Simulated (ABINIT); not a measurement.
Here is an ABINIT 10.8.3 (patched build) calculation.

The input run.abi:

```
pp_dirpath "./"
pseudos "Zn.GGA_PBE-JTH.xml, O.GGA_PBE-JTH.xml"

structure "poscar:POSCAR"
natom 4

ecut 23.0
pawecutdg 45.0

kptopt 1
ngkpt 9 9 5
nshiftk 1
shiftk 0.0 0.0 0.0

ixc 11

nband 22
occopt 3
tsmear 0.05 eV

nstep 100
tolvrs 1.0e-9

iomode 3
prtwf 0
prtden 0
prteig 0
prtebands 0
```

The input POSCAR:

```
ZnO
1.0
    3.2493080000      0.0000000000      0.0000000000
   -1.6246540000      2.8139832727      0.0000000000
    0.0000000000      0.0000000000      5.2057090000
Zn O
2 2
Direct
    0.6666666667      0.3333333333      0.0000000000  Zn
    0.3333333333      0.6666666667      0.5000000000  Zn
    0.3333333333      0.6666666667      0.8790100000  O
    0.6666666667      0.3333333333      0.3790100000  O
```

Potentials or basis: JTH PAW PBE v2.0.

The run is started by

```console
$ abinit run.abi > log 2>&1
```

Q: Predict the largest force.

A: 0.072 eV/Å.

Q: Predict the band gap on the k mesh.

A: 0.79 eV, direct.

Forces in eV/Å, atoms in the order of the input:
```
Zn   0.000  0.000 -0.072
Zn   0.000  0.000 -0.072
O    0.000  0.000  0.072
O    0.000  0.000  0.072
```

**The experiment to reproduce.**

“Electronic structure of alkaline earth and post-transition metal oxides”, 2009, arxiv:0908.1581 quotes, for a bulk crystal of ZnO: band gap 3.37 eV.

Measured gap of ZnO: 3.37 eV (quoted in “Electronic structure of alkaline earth and post-transition metal oxides”, 2009, arxiv:0908.1581). This calculation gives 0.79 eV (-2.58 eV). So large a miss can be the level of theory's own, or it may mean another phase, state or a wrong row. The value is that of PBE, without temperature or zero-point motion. Semilocal functionals fall short of measured gaps as a rule.
